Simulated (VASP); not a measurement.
Set up this calculation in VASP 6.6.1, as the native input.

| Property | Result |
| --- | --- |
| Task | single point |
| Functional | HSE(alpha, omega) |
| Potentials or basis | VASP PAW PBE potentials, release 64 (Zr_sv, S) |
| Cutoff | 520 eV |
| k mesh | 5 × 5 × 5 |
| Occupations | fermi-dirac, width 0.05 eV |
| Spin | no spin polarisation |
| Screening parameter | 0.1 |
| Grid for exact exchange (PRECFOCK) | Fast |
| Further INCAR settings | ALGO = Normal; EDIFF = 1e-06 |

Crystal: ZrS.

```
Zr S
1.0
     0.00000    2.62500    2.62500
     2.62500    0.00000    2.62500
     2.62500    2.62500    0.00000
Zr S
1 1
Direct
  0.00000 0.00000 0.00000
  0.50000 0.50000 0.50000
```

These files were run (other wordings do the same):

POSCAR

```
ZrS
1.0
    0.0000000000      2.6250000000      2.6250000000
    2.6250000000      0.0000000000      2.6250000000
    2.6250000000      2.6250000000      0.0000000000
Zr S
1 1
Direct
    0.0000000000      0.0000000000      0.0000000000
    0.5000000000      0.5000000000      0.5000000000
```

INCAR.step1

```
ALGO = Normal
EDIFF = 1E-5
ENCUT = 520
GGA = PE
ISIF = 2
ISMEAR = -1
LASPH = T
LREAL = F
LWAVE = T
NELM = 60
PREC = Accurate
SIGMA = 0.05
```

INCAR.step2

```
AEXX = 0.25
ALGO = Normal
EDIFF = 1E-6
ENCUT = 520
GGA = PE
HFSCREEN = 0.1
ISIF = 2
ISMEAR = -1
ISTART = 1
LASPH = T
LCHARG = F
LHFCALC = T
LREAL = F
LWAVE = F
NELM = 60
PREC = Accurate
PRECFOCK = Fast
SIGMA = 0.05
```

KPOINTS

```
k-points
0
Gamma
  5 5 5
```

Potentials or basis: VASP PAW PBE potentials, release 64 (Zr_sv, S).

Launch:

```sh
$ cat potpaw_PBE.64/Zr_sv/POTCAR potpaw_PBE.64/S/POTCAR > POTCAR
$ cp INCAR.step1 INCAR
$ mpirun -np 1 vasp_std > vasp.out
$ cp INCAR.step2 INCAR
$ mpirun -np 1 vasp_std > vasp.out
```

It gave:

The pressure is -6.0 GPa.

Caveat: the k mesh is coarse (spacing up to 0.41 Å⁻¹), so the values aren't converged, least of all with exact exchange; the PAW data sets were made with another functional, which shifts forces and pressure a little.

Run time: 3.2 min on 1 thread of Intel(R) Xeon(R) 6975P-C (Granite Rapids), with other jobs on the host, peak memory 0.26 GiB.
